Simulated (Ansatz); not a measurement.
# Every step of a relaxation of fcc Si (210), 6 layers

DFT, PBEsol, PAW with Ansatz's default frozen-core files, scalar-relativistic (Ansatz 0.2.0); a Γ-centred 10×10×1 k mesh, Fermi–Dirac smearing of 0.05 eV, no spin polarisation. The run relaxes the atoms in the fixed cell.

Command: `ansatz run input.yaml --threads 2 --pin off --max-ram 4096MiB --backend cpu --events-out ev --progress --plain --runs-dir out` It took 71 s on 2 threads of Intel(R) Xeon(R) Platinum 8488C (Sapphire Rapids) (shared host), peak memory 0.62 GiB.

```yaml
crystal:
  lattice:
    - [4.6952399906, 0.0, 0.0]
    - [1.5650799969, 3.4996252632, 0.0]
    - [0.0, 0.0, 20.2861]
  atoms:
    - { symbol: Si, position: [0.0, 0.75, 0.3943575134] }
    - { symbol: Si, position: [0.4, 0.05, 0.4366145081] }
    - { symbol: Si, position: [0.8, 0.35, 0.4788715027] }
    - { symbol: Si, position: [0.2, 0.65, 0.5211284973] }
    - { symbol: Si, position: [0.6, 0.95, 0.5633854919] }
    - { symbol: Si, position: [0.0, 0.25, 0.6056424866] }
kpoints:
  mp_grid: { grid: [10, 10, 1] }
scf:
  occupations: { method: fermi_dirac, width: 0.05 }
hamiltonian:
  xc: pbesol
  pseudopotentials: { kind: paw }
output:
  forces: true
  stress: true
  eigenvalues: true
relax:
  f_tol: 0.01
  max_steps: 40
efield:
  axis: 3
  amplitude: 0
  dipole_correction: true
```

Each step lists its free energy a cell above the last geometry, and Cartesian positions (Å) with forces (eV/Å).

The first step:

```
step 1  dF = 856.68 meV
  Si 1.1738 2.6247 8.0000   0.2413 -0.1079 1.2702
  Si 1.9564 0.1750 8.8572   0.1170 -0.0523 -0.2291
  Si 4.3040 1.2249 9.7144   -0.0402 0.0180 0.0746
  Si 1.9564 2.2748 10.5717   0.0402 -0.0180 -0.0746
  Si 4.3040 3.3246 11.4289   -0.1170 0.0523 0.2291
  Si 0.3913 0.8749 12.2861   -0.2413 0.1079 -1.2702
```

The PAW files were made under PBE. Real surfaces of this kind reconstruct, which a 1×1 cell forbids.

Question: Where does the relaxation end, and by which steps?

Answer: After 9 geometries, with a shortest distance of 2.445 Å. The further steps:
```
step 2  dF = 410.16 meV
  Si 1.2233 2.6026 8.1880   0.1717 -0.0768 0.7288
  Si 1.9844 0.1624 8.8537   0.3397 -0.1519 0.0166
  Si 4.2933 1.2297 9.7175   -0.2552 0.1141 -0.0644
  Si 1.9671 2.2700 10.5686   0.2552 -0.1141 0.0644
  Si 4.2759 3.3372 11.4324   -0.3397 0.1519 -0.0166
  Si 0.3418 0.8971 12.0981   -0.1717 0.0768 -0.7288
step 3  dF = 211.37 meV
  Si 1.3019 2.5674 8.3621   0.0380 -0.0170 -0.4521
  Si 2.0804 0.1195 8.8788   0.1980 -0.0886 -0.1327
  Si 4.2464 1.2506 9.6918   -0.0553 0.0247 -0.5366
  Si 2.0140 2.2490 10.5943   0.0553 -0.0247 0.5366
  Si 4.1799 3.3801 11.4073   -0.1980 0.0886 0.1327
  Si 0.2631 0.9322 11.9240   -0.0380 0.0170 0.4521
step 4  dF = 128.28 meV
  Si 1.3726 2.5358 8.3404   0.1110 -0.0496 -0.0723
  Si 2.1445 0.0908 8.8458   0.0636 -0.0285 0.0397
  Si 4.2593 1.2448 9.6448   0.0959 -0.0429 -0.2653
  Si 2.0010 2.2548 10.6413   -0.0959 0.0429 0.2653
  Si 4.1158 3.4088 11.4403   -0.0636 0.0285 -0.0397
  Si 0.1925 0.9638 11.9457   -0.1110 0.0496 0.0723
step 5  dF = 24.54 meV
  Si 1.5551 2.4542 8.3438   0.0112 -0.0050 0.0144
  Si 2.2684 0.0354 8.8469   -0.0454 0.0203 0.0227
  Si 4.3500 1.2043 9.5564   0.1485 -0.0664 -0.1746
  Si 1.9103 2.2953 10.7297   -0.1485 0.0664 0.1746
  Si 3.9919 3.4642 11.4392   0.0454 -0.0203 -0.0227
  Si 0.0100 1.0454 11.9423   -0.0112 0.0050 -0.0144
step 6  dF = 12.13 meV
  Si 1.6689 2.4033 8.3606   -0.0579 0.0259 0.0120
  Si 2.3176 0.0134 8.8671   0.1014 -0.0453 0.1059
  Si 4.4689 1.1511 9.4659   -0.1501 0.0671 0.0761
  Si 1.7914 2.3485 10.8202   0.1501 -0.0671 -0.0761
  Si 3.9428 3.4862 11.4190   -0.1014 0.0453 -0.1059
  Si -0.1038 1.0963 11.9255   0.0579 -0.0259 -0.0120
step 7  dF = 1.74 meV
  Si 1.5973 2.4353 8.3577   0.0291 -0.0130 -0.0240
  Si 2.2775 0.0314 8.8701   0.0352 -0.0157 -0.0080
  Si 4.4077 1.1785 9.5031   -0.0146 0.0065 -0.0182
  Si 1.8526 2.3212 10.7830   0.0146 -0.0065 0.0182
  Si 3.9828 3.4683 11.4160   -0.0352 0.0157 0.0080
  Si -0.0322 1.0643 11.9284   -0.0291 0.0130 0.0240
step 8  dF = 0.31 meV
  Si 1.6308 2.4203 8.3599   -0.0177 0.0079 -0.0026
  Si 2.3018 0.0205 8.8669   0.0156 -0.0070 0.0279
  Si 4.4246 1.1709 9.4900   -0.0075 0.0034 0.0160
  Si 1.8358 2.3287 10.7961   0.0075 -0.0034 -0.0160
  Si 3.9585 3.4791 11.4192   -0.0156 0.0070 -0.0279
  Si -0.0657 1.0793 11.9262   0.0177 -0.0079 0.0026
step 9  dF = 0.00 meV
  Si 1.6236 2.4236 8.3570   -0.0039 0.0018 0.0058
  Si 2.2991 0.0217 8.8702   0.0028 -0.0012 -0.0034
  Si 4.4207 1.1727 9.4951   0.0014 -0.0006 0.0009
  Si 1.8396 2.3270 10.7910   -0.0014 0.0006 -0.0009
  Si 3.9613 3.4779 11.4159   -0.0028 0.0012 0.0034
  Si -0.0585 1.0761 11.9291   0.0039 -0.0018 -0.0058
```
